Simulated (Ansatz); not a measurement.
# 1T-NiSTe bilayer (AB) in a perpendicular field, part 2 of 3

Aim: how the 1T-NiSTe bilayer (AB) screens a field along its normal, and what the field does to its bands. A positive field points along +c.

Ansatz 0.2.0; plane-wave DFT, PBE-D3(BJ), Ansatz PAW.

So far. Step 2 (Relaxing the slab): The lattice constant a goes from 3.565 to 3.468 Å.

**3. Single point, field 0**

A sawtooth potential applies the field, turning back in the middle of the vacuum. With the dipole correction the typed value is the field outside the slab. The induced dipole is small, so the SCF threshold is tight.

The cell differs from the one that the last finished run ended in (c 46.633 → 25.940 Å).

The input, input.yaml:

```yaml
crystal:
  lattice:
    - [3.4684108246, 0.0, 0.0]
    - [-1.7342054123, 3.0037318848, 0.0]
    - [0.0, 0.0, 25.9399089895]
  atoms:
    - { symbol: Te, position: [0.6666666667, 0.3333333333, 0.3469557277] }
    - { symbol: Ni, position: [0.0, 0.0, 0.4084011694] }
    - { symbol: S, position: [0.3333333333, 0.6666666667, 0.4506537247] }
    - { symbol: Te, position: [0.0, 0.0, 0.5513660796] }
    - { symbol: Ni, position: [0.3333333333, 0.6666666667, 0.6126779943] }
    - { symbol: S, position: [0.6666666667, 0.3333333333, 0.6530442723] }
kpoints:
  mp_grid: { grid: [18, 18, 1] }
  band_path:
    path: [[0, 0, 0], [0.5, 0, 0], [0.33333333, 0.33333333, 0], [0, 0, 0]]
    npoints: 16
hamiltonian:
  xc: pbe
  dispersion: d3bj
scf:
  occupations: { method: fermi_dirac, width: 0.05 }
  convergence: { dr2_threshold: 1.0e-10 }
efield:
  axis: 3
  dipole_correction: true
  ramp_position: 0.97
  ramp_width: 0.06
  amplitude: 0
output:
  dos: { projected: true, e_range: [-6, 5] }
  bader: true
  write_potential: true
  write_density: true
  volumetric_format: npy
  elf: true
```

On the command line:

```
$ ansatz run input.yaml --threads 4 --pin off --max-ram 6144MiB --backend cpu --events-out ev --progress --plain --runs-dir out
```

Numbers of over 12 decimals in the logs are rounded to 6 here.

The log of the run:

```text
[...]
Crystal: 6 atoms, lattice volume = 270.247 Å³
Basis set: ecut = 420 eV, 5253 PW (Γ)
Bands: 48, of which v1, the nominal top of the filled ones, is band 40 counted from 1 (39 counted from 0)
Symmetry: 6 space group operations
[...]
k-points: 37 of 324 (time reversal used)
[...]
SCF iter   1: F=—  HF=-27446.566997 eV  |F-HF|=—  |Δ(HF+E_count)|=         —  Δρ=4.97e-3  dr2=5.12e-1  ethr=1.77e-3  p=-0.078 e·Å  D=-5.20e-2 V/Å  ΔV_dip=1.35 eV  dr2_dipole=1.67e-1  V_vac-E_F(+/−)=5.77/4.42 eV  ⟨swp⟩=12.5  Hψ=9288  notcnv=0  defer=5
efield: sawtooth ramp at fractional position 0.9700 (set: `efield.ramp_position`, or a place that a band, a saddle search or an elastic batch's reference lends), width 0.0600; the density the first Hamiltonian is built on has a dipole p = -0.078 e·Å; the dipole correction subtracts the counter field D = -5.20e-2 V/Å, which shifts the + side's vacuum level by +1.35 eV against the − side's; the planar-averaged density in the ramp window peaks in size at 2.3e-5 e/Å³
[...]
SCF iter   2: F=—  HF=-27446.559464 eV  |F-HF|=—  |Δ(HF+E_count)|=   7.53e-3  Δρ=1.73e-3  dr2=2.03e-2  ethr=6.40e-4  p=-0.084 e·Å  D=-5.63e-2 V/Å  ΔV_dip=1.46 eV  dr2_dipole=4.04e-3  V_vac-E_F(+/−)=5.76/4.30 eV  ⟨swp⟩=2.4  Hψ=2205  notcnv=0  defer=46
[...]
SCF iter  11: F=-27446.560794 eV  HF=-27446.560794 eV  |F-HF|=3.31e-10  |Δ(HF+E_count)|=   1.48e-9  Δρ=2.24e-7  dr2=9.75e-11  ethr=1.00e-12  p=-0.084 e·Å  D=-5.65e-2 V/Å  ΔV_dip=1.46 eV  dr2_dipole=3.62e-12  V_vac-E_F(+/−)=5.75/4.28 eV  ⟨swp⟩=11.8  Hψ=5380  notcnv=0
SCF 1 converged in 11 iterations: F = -27446.560794 eV  dr2 = 9.75e-11
[...]
NSCF: frozen V_eff on 49 k-points
efield: sawtooth ramp at fractional position 0.9700 (kept from the solve that this one continues, or follows in the run), width 0.0600; the density the first Hamiltonian is built on has a dipole p = -0.084 e·Å; the dipole correction subtracts the counter field D = -5.65e-2 V/Å, which shifts the + side's vacuum level by +1.46 eV against the − side's; the planar-averaged density in the ramp window peaks in size at 1.0e-5 e/Å³
[...]
SCF converged after 11 iterations
Free energy (F): -27446.560794 eV
[...]
Internal energy: -27446.531440 eV  (E = F + TS)
E sigma→0 (E₀):  -27446.546117 eV
Entropy (-TS):   -0.029354 eV (-4.892 meV/atom)
Fermi energy:    1.909266 eV
Dipole field:    D = -0.056469 V/Å  (p = -0.084335 e·Å, saw-weighted, corrected)
Work function:   Φ+ = 5.7491 eV   Φ− = 4.2843 eV
Levels:          The Fermi level and band energies are counted from a zero that moves with the ramp; work functions are not
[...]
--- Band table (eV; the first three rows and the last of 37) ---
  k-point 0: bands = [... 36 lower, 2.1053, 2.3655, 2.4738, 2.4738, 4.1543, 4.1543, 4.2608, 4.2608, ... 4 higher]
  k-point 1: bands = [... 36 lower, 2.0527, 2.2970, 2.4218, 2.5039, 3.8295, 4.0008, 4.0819, 4.2206, ... 4 higher]
  k-point 2: bands = [... 36 lower, 1.9000, 1.9193, 2.2672, 2.5513, 3.1618, 3.4339, 3.9027, 4.1202, ... 4 higher]
  k-point 36: bands = [... 36 lower, 0.1981, 0.3686, 0.5102, 0.6075, 1.5352, 1.6037, 2.9121, 3.1192, ... 4 higher]
--- Bader charges: 6 sites ---
  site symbol  charge [e]  shift [e]
     0     Te      0.0375     0.0034
     1     Ni      0.3459     0.0037
     2      S     -0.5240     0.0003
     3     Te      0.2230     0.0033
     4     Ni      0.3224     0.0035
     5      S     -0.4049     0.0002
  estimated error of the sums over rays = 4.4e-4 e
```

It took 25 s on 4 threads of Intel Xeon Platinum 8488C (Sapphire Rapids), shared host; peak memory 1 GiB.

Reading the cycles: dr2 is the Hartree energy of the density residual (eV), the measure of convergence; HF is the Harris–Foulkes estimate of the energy, which meets the free energy F at convergence.

This step gave:

| Property | Result |
| --- | --- |
| energy at zero smearing | -27446.5461 eV |
| work function, upper face | 5.749 eV |
| work function, lower face | 4.284 eV |
| dipole along the normal | -0.08433 e·Å |
| step between the vacuum levels | 1.465 eV |

Running mean over a fixed 2.7 Å (it still follows the layers) of the planar mean; the ramp of the sawtooth is left out. Electron's electrostatic potential energy less the Fermi level against z:

```csv
z (Å),electron's electrostatic potential energy less the Fermi level (eV)
4,4.28
5,4.28
6,4.18
7,2.81
8,0.464
9,-3.15
10,-6.16
11,-7.20
12,-3.89
13,-1.55
14,-2.03
15,-5.72
16,-7.47
17,-4.43
18,1.23
19,5.15
20,5.72
21,5.75
22,5.75
```

The density of states has structure finer than the step of the table below, so its rows give means over 0.2 eV, whole bins alone (the curve runs from -6 to 1.99 eV). Peaks (eV: height): -4.95: 13.4, -4.07: 13.3, -3.90: 18.5, -3.82: 22.1, -2.77: 15.3, -1.97: 21.8, -1.89: 23.4.

Table of density of states by energy, zero at the Fermi level; means over each step:

energy (eV), density of states (states/eV a cell) and a bar from the least value:
```
     -5.8        3.1 ###
     -5.6        3.9 #####
     -5.4        5.7 ##########
     -5.2        3.6 ####
     -5.0        5.7 ##########
     -4.8        4.2 ######
     -4.6        4.1 #####
     -4.4        3.0 ##
     -4.2        3.7 ####
     -4.0       11.0 ########################
     -3.8       13.0 ##############################
     -3.6        4.2 ######
     -3.4        4.3 ######
     -3.2        2.7 #
     -3.0        4.4 ######
     -2.8        9.1 ###################
     -2.6        8.3 #################
     -2.4        9.9 #####################
     -2.2        7.4 ##############
     -2.0       11.7 ##########################
     -1.8       11.9 ###########################
     -1.6        7.5 ###############
     -1.4        5.9 ##########
     -1.2        6.4 ############
     -1.0        5.1 ########
     -0.8        3.6 ####
     -0.6        2.9 ##
     -0.4        4.0 #####
     -0.2        3.9 #####
      0.0        3.4 ####
      0.2        4.5 #######
      0.4        4.1 #####
      0.6        3.3 ###
      0.8        3.2 ###
      1.0        5.3 #########
      1.2        3.2 ###
      1.4        4.6 #######
      1.6        6.1 ###########
      1.8        2.2
```

Projected DOS per atom over height of the atomic layer and energy from the Fermi level. Layers: Te Ni S Te Ni S from below.

Values in states/eV, 22 rows by 6 columns, each cell a mean:
```
0.53 0.16 0.19 0.73 0.26 0.26
0.90 0.42 0.65 1.65 0.91 0.89
0.91 0.63 0.65 0.80 0.50 0.49
0.69 0.56 0.53 0.51 0.37 0.43
0.82 0.85 0.63 0.55 0.61 0.79
0.52 0.55 0.58 0.43 0.61 0.82
0.48 0.62 0.63 0.48 0.71 0.83
0.39 0.54 0.49 0.48 0.71 0.65
0.57 1.25 0.68 0.66 1.48 0.90
0.72 1.88 0.82 0.56 1.84 0.50
0.52 4.48 0.52 0.60 4.77 0.41
0.90 3.45 0.39 0.67 2.57 0.25
0.83 3.01 0.52 0.79 2.95 0.52
0.96 1.78 0.60 0.71 1.77 0.63
0.50 0.78 0.23 0.42 0.98 0.52
0.60 1.41 0.76 0.42 1.95 1.47
0.83 2.83 1.96 0.67 2.15 1.64
0.43 0.35 0.40 0.44 0.74 0.79
0.84 0.59 0.71 0.56 0.52 0.91
0.80 0.52 1.02 0.64 0.36 0.74
0.73 0.41 1.44 1.20 0.43 0.66
0.62 0.38 0.72 0.83 0.31 0.38
```
Columns: height of the atomic layer (Å) from 9 to 16.9 (not evenly spaced); rows upwards: energy from the Fermi level (eV) from -5.96 to 1.96.

The electronic bands at the labelled points (eV, zero at the Fermi level):

```csv
point,band 37,band 38,band 39,band 40,band 41,band 42,band 43,band 44
Γ,0.20,0.46,0.56,0.56,2.25,2.25,2.35,2.35
halfway,-0.85,-0.70,-0.43,-0.38,0.17,1.14,1.50,1.93
M,-1.83,-1.66,-1.64,-1.35,0.53,1.17,1.38,1.73
halfway,-1.87,-1.74,-1.29,-1.08,-0.09,0.27,0.95,1.46
K,-1.71,-1.54,-1.40,-1.30,-0.37,-0.31,1.00,1.21
halfway,-1.38,-1.24,-0.47,-0.22,0.17,0.67,0.82,1.57
Γ,0.20,0.46,0.56,0.56,2.25,2.25,2.35,2.35
```

ELF in the ca plane at fractional y = 0.000, with atoms of Ni and Te within 0.2 Å of it. It is the smooth field of the valence electrons, not physical close to the nuclei.

Values, 5 rows by 16 columns, each cell a mean:
```
0.00 0.00 0.00 0.00 0.00 0.03 0.15 0.28 0.31 0.26 0.14 0.47 0.21 0.39 0.15 0.10
0.00 0.00 0.00 0.00 0.02 0.21 0.54 0.51 0.27 0.40 0.46 0.28 0.49 0.39 0.30 0.57
0.00 0.00 0.00 0.00 0.03 0.33 0.65 0.49 0.31 0.55 0.63 0.15 0.30 0.24 0.36 0.76
0.00 0.00 0.00 0.00 0.01 0.14 0.44 0.48 0.25 0.31 0.35 0.35 0.49 0.43 0.26 0.42
0.00 0.00 0.00 0.00 0.00 0.02 0.09 0.21 0.38 0.31 0.11 0.48 0.12 0.35 0.13 0.05
```
Columns run along c (16.0 Å, from fractional 0.07 to 0.69 of the cell), rows up along a (3.5 Å). Atoms in or near the plane, at fractional coordinates: Ni at (0.41, 0.00), Te at (0.55, 0.00).

Electrostatic potential energy in the ca plane at fractional y = 0.000, with atoms of Ni and Te within 0.2 Å of it. With pseudopotentials it is smooth inside the atoms' cores, unlike the true potential.

Ten even steps from '0' (-27 eV) to '9' (7 eV), each cell a mean:
```
99999999999999999999882000289986399954899999
99999999999999999988886212689998435436899999
99999999999999999887778777888999754568888889
99999999999999999864468888878899988888777778
99999999999999999864357898777899988888777778
99999999999999999876578888888999877788888888
99999999999999999988787545789998632247888999
99999999999999999999884000489997369835899999
99999999999999999999971000179986399963799999
```
Columns run along c (16.0 Å, from fractional 0.07 to 0.69 of the cell; values clipped at the 3rd and 97th percentile), rows up along a (3.5 Å). Atoms in or near the plane, at fractional coordinates: Ni at (0.41, 0.00), Te at (0.55, 0.00).

Valence density in the ca plane at fractional y = 0.000, with atoms of Ni and Te within 0.2 Å of it. It is the smooth field of the valence electrons, not physical close to the nuclei.

Values in e/Å³, 5 rows by 16 columns, each cell a mean:
```
 0  0  0  0  0  0  0  0  7  4  0  0  6  1  0  0
 0  0  0  0  0  0  0  0  0  0  0  0  0  0  0  0
 0  0  0  0  0  0  0  0  0  0  0  0  0  0  0  0
 0  0  0  0  0  0  0  0  1  1  0  0  1  0  0  0
 0  0  0  0  0  0  0  0 14  8  0  1  9  2  0  0
```
Columns run along c (16.0 Å, from fractional 0.07 to 0.69 of the cell), rows up along a (3.5 Å). Atoms in or near the plane, at fractional coordinates: Ni at (0.41, 0.00), Te at (0.55, 0.00).

The work function of the upper face is 5.75 eV.

**4. Single point, field 0.1 V/Å**

input.yaml: that of step 3 with these lines changed.

```diff
@@ -28,6 +28,4 @@
   ramp_width: 0.06
-  amplitude: 0
+  amplitude: 0.1
 output:
-  dos: { projected: true, e_range: [-6, 5] }
-  bader: true
   write_potential: true
@@ -35,2 +33 @@
   volumetric_format: npy
-  elf: true
```

The log of the run:

```text
[...]
Crystal: 6 atoms, lattice volume = 270.247 Å³
Basis set: ecut = 420 eV, 5253 PW (Γ)
Bands: 48, of which v1, the nominal top of the filled ones, is band 40 counted from 1 (39 counted from 0)
Symmetry: 6 space group operations
[...]
k-points: 37 of 324 (time reversal used)
[...]
k-point 0: bands = [... 36 lower, 2.0930, 2.3547, 2.4634, 2.4634, 4.1403, 4.1403, 4.2479, 4.2479, ... 4 higher]
  k-point 1: bands = [... 36 lower, 2.0404, 2.2866, 2.4113, 2.4929, 3.8153, 3.9881, 4.0679, 4.2078, ... 4 higher]
  k-point 2: bands = [... 36 lower, 1.8877, 1.9099, 2.2565, 2.5402, 3.1478, 3.4215, 3.8887, 4.1075, ... 4 higher]
  k-point 36: bands = [... 36 lower, 0.1845, 0.3560, 0.4973, 0.5963, 1.5207, 1.5936, 2.8958, 3.1096, ... 4 higher]
[key lines of the parts left out:]
SCF converged after 13 iterations
Free energy (F): -27446.555372 eV
Fermi energy:    1.897715 eV
Dipole field:    D = -0.016124 V/Å  (p = -0.024081 e·Å, saw-weighted, corrected)
```

Wall time 18 s (4 threads); peak memory 0.94 GiB.

The dipole is -0.0241 e·Å, 0.0603 e·Å from its value without field.

**5. Single point, field -0.1 V/Å**

input.yaml: that of step 4 with these lines changed.

```diff
@@ -28,3 +28,3 @@
   ramp_width: 0.06
-  amplitude: 0.1
+  amplitude: -0.1
 output:
```

The log of the run:

```text
[...]
Crystal: 6 atoms, lattice volume = 270.247 Å³
Basis set: ecut = 420 eV, 5253 PW (Γ)
Bands: 48, of which v1, the nominal top of the filled ones, is band 40 counted from 1 (39 counted from 0)
Symmetry: 6 space group operations
[...]
k-points: 37 of 324 (time reversal used)
[...]
k-point 0: bands = [... 36 lower, 2.1167, 2.3751, 2.4833, 2.4833, 4.1674, 4.1674, 4.2728, 4.2728, ... 4 higher]
  k-point 1: bands = [... 36 lower, 2.0641, 2.3066, 2.4314, 2.5139, 3.8427, 4.0126, 4.0951, 4.2326, ... 4 higher]
  k-point 2: bands = [... 36 lower, 1.9114, 1.9277, 2.2770, 2.5614, 3.1748, 3.4454, 3.9158, 4.1319, ... 4 higher]
  k-point 36: bands = [... 36 lower, 0.2109, 0.3802, 0.5222, 0.6179, 1.5488, 1.6130, 2.9275, 3.1279, ... 4 higher]
[key lines of the parts left out:]
SCF converged after 13 iterations
Free energy (F): -27446.572237 eV
Fermi energy:    1.919916 eV
Dipole field:    D = -0.096779 V/Å  (p = -0.144537 e·Å, saw-weighted, corrected)
```

Elapsed: 17 s, on 4 threads; peak memory 0.95 GiB.

The dipole is -0.145 e·Å, -0.0602 e·Å from its value without field.

**6. Single point, field 0.5 V/Å**

input.yaml: that of step 5 with these lines changed.

```diff
@@ -28,3 +28,3 @@
   ramp_width: 0.06
-  amplitude: -0.1
+  amplitude: 0.5
 output:
```

The log of the run:

```text
[...]
Crystal: 6 atoms, lattice volume = 270.247 Å³
Basis set: ecut = 420 eV, 5253 PW (Γ)
Bands: 48, of which v1, the nominal top of the filled ones, is band 40 counted from 1 (39 counted from 0)
Symmetry: 6 space group operations
[...]
k-points: 37 of 324 (time reversal used)
[...]
k-point 0: bands = [... 36 lower, 2.0341, 2.3001, 2.4121, 2.4121, 4.0743, 4.0743, 4.1869, 4.1869, ... 4 higher]
  k-point 1: bands = [... 36 lower, 1.9815, 2.2347, 2.3596, 2.4376, 3.7486, 3.9277, 4.0020, 4.1471, ... 4 higher]
  k-point 2: bands = [... 36 lower, 1.8288, 1.8623, 2.2038, 2.4851, 3.0813, 3.3623, 3.8231, 4.0474, ... 4 higher]
  k-point 36: bands = [... 36 lower, 0.1204, 0.2962, 0.4360, 0.5416, 1.4533, 1.5433, 2.8215, 3.0615, ... 4 higher]
[key lines of the parts left out:]
SCF converged after 13 iterations
Free energy (F): -27446.594031 eV
Fermi energy:    1.841824 eV
Dipole field:    D = 0.145710 V/Å  (p = 0.217614 e·Å, saw-weighted, corrected)
```

Elapsed: 19 s, on 4 threads; peak memory 0.93 GiB.

The dipole is 0.218 e·Å, 0.302 e·Å from its value without field.

**7. Atoms held, field -0.3 V/Å**

input.yaml: that of step 6 with these lines changed.

```diff
@@ -28,4 +28,6 @@
   ramp_width: 0.06
-  amplitude: 0.5
+  amplitude: -0.3
 output:
+  dos: { projected: true, e_range: [-6, 5] }
+  bader: true
   write_potential: true
@@ -33 +35,2 @@
   volumetric_format: npy
+  elf: true
```

The log of the run:

```text
[...]
Crystal: 6 atoms, lattice volume = 270.247 Å³
Basis set: ecut = 420 eV, 5253 PW (Γ)
Bands: 48, of which v1, the nominal top of the filled ones, is band 40 counted from 1 (39 counted from 0)
Symmetry: 6 space group operations
[...]
k-points: 37 of 324 (time reversal used)
[...]
k-point 36: bands = [... 36 lower, 0.2339, 0.4007, 0.5437, 0.6359, 1.5734, 1.6289, 2.9556, 3.1425, ... 4 higher]
--- Bader charges: 6 sites ---
  site symbol  charge [e]  shift [e]
     0     Te      0.0560     0.0034
     1     Ni      0.3446     0.0037
     2      S     -0.5234     0.0003
     3     Te      0.2226     0.0033
     4     Ni      0.3225     0.0035
     5      S     -0.4222     0.0002
  estimated error of the sums over rays = 4.4e-4 e
[key lines of the parts left out:]
SCF converged after 14 iterations
Free energy (F): -27446.613182 eV
Fermi energy:    1.938534 eV
Dipole field:    D = -0.177366 V/Å  (p = -0.264893 e·Å, saw-weighted, corrected)
```

Wall time 27 s (4 threads); peak memory 0.96 GiB; 1.8 min of CPU time.

The dipole is -0.265 e·Å, -0.181 e·Å from its value without field.

**8. Response, atoms held**

This step: plane-wave DFT, PBE-D3(BJ), Ansatz PAW; response to a field along the normal, atoms held (Ansatz 0.2.0).

The dipoles give the slope, and the difference of two potentials shows where the field is screened.

Numbers from this step:

```
equivalent conductor thickness p/(ε₀AE) : 10.46 Å
distance between the outer atoms        : 7.940 Å
```

Table of dipole of the cell by applied field:

```csv
applied field (V/Å),dipole of the cell (e·Å)
-0.300,-0.265
-0.100,-0.145
0.000,-0.0843
0.100,-0.0241
0.500,0.218
```

Local field over the applied field, running mean. From the potentials at -0.1 and 0.1 V/Å; running mean over 2.5 Å. Local field over applied field against z:

```csv
z (Å),local field over applied field
5,0.989
6,0.928
7,0.694
8,0.344
9,0.0740
10,0.00766
11,0.00375
12,0.00112
13,-0.00111
14,-0.00122
15,-6.0e-4
16,0.0244
17,0.171
18,0.504
19,0.834
20,0.974
21,0.997
```

The induced electron density oscillates, so the rows of the table below give means over windows of 0.5 Å about each position, cut where the curve ends. Its maxima inside the range that stand out by 2 % of the span (Å: e/Å³ per V/Å): 7.78: 0.00350, 11.10: 1.9e-4, 12.39: 1.9e-4, 15.56: 4.0e-4, 16.14: 2.5e-5, 17.01: -2.8e-4. Its minima: 10.23: -3.9e-4, 11.67: -1.6e-4, 13.40: -1.2e-4, 15.85: -5.5e-4, 16.57: -9.1e-4, 17.87: -0.00385.

Electrons, planar mean, per unit field. Induced electron density against z; means over each step:

```csv
z (Å),induced electron density (e/Å³ per V/Å)
4.5,2.0e-5
5.0,5.7e-5
5.5,1.5e-4
6.0,3.8e-4
6.5,9.0e-4
7.0,0.00192
7.5,0.00316
8.0,0.00288
8.5,1.0e-3
9.0,4.5e-4
9.5,3.1e-4
10.0,-2.0e-4
10.5,-1.2e-4
11.0,1.2e-4
11.5,-3.7e-5
12.0,2.4e-5
12.5,1.5e-4
13.0,-4.2e-5
13.5,-8.5e-5
14.0,2.2e-5
14.5,-1.9e-5
15.0,-4.6e-6
15.5,1.8e-4
16.0,-2.6e-4
16.5,-6.6e-4
17.0,-5.4e-4
17.5,-0.00255
18.0,-0.00356
18.5,-0.00217
19.0,-9.2e-4
19.5,-3.5e-4
20.0,-1.2e-4
20.5,-4.2e-5
21.0,-1.3e-5
21.5,-4.4e-6
```

By hand: between -0.1 and 0.1 V/Å the dipole changes by 0.1205 e·Å, a slope of 0.6023 e·Å²/V. A perfect conductor of thickness t has p = ε₀AEt, so t = 180.95 × 0.6023 / 10.418 = 10.46 Å (e/ε₀ = 180.95 V·Å, A in Å²).

The induced dipole is that of a conductor 10.46 Å thick.

(Part 2 of 3 ends here.)

[Logs are printed without paths, hosts, clocks, repeated set-up lines and the standing remarks that a program may print on its own settings, such as how far it seeks lower states.]

[Hosts, paths, dates, database ids (printed as entryN), source tags and the programs' standing remarks are cut or masked in the printed files.]

[Maps of the electrostatic potential energy from Ansatz leave out the sawtooth potential of an applied field or a dipole correction, so their vacuum need not be flat; planar profiles and work functions include it.]

[The density of states shown here was stored with 400 of the rows of the run's finer table, so its peaks can read low, often by over a quarter, or be missed, and its means over a window can be off by a tenth or more.]
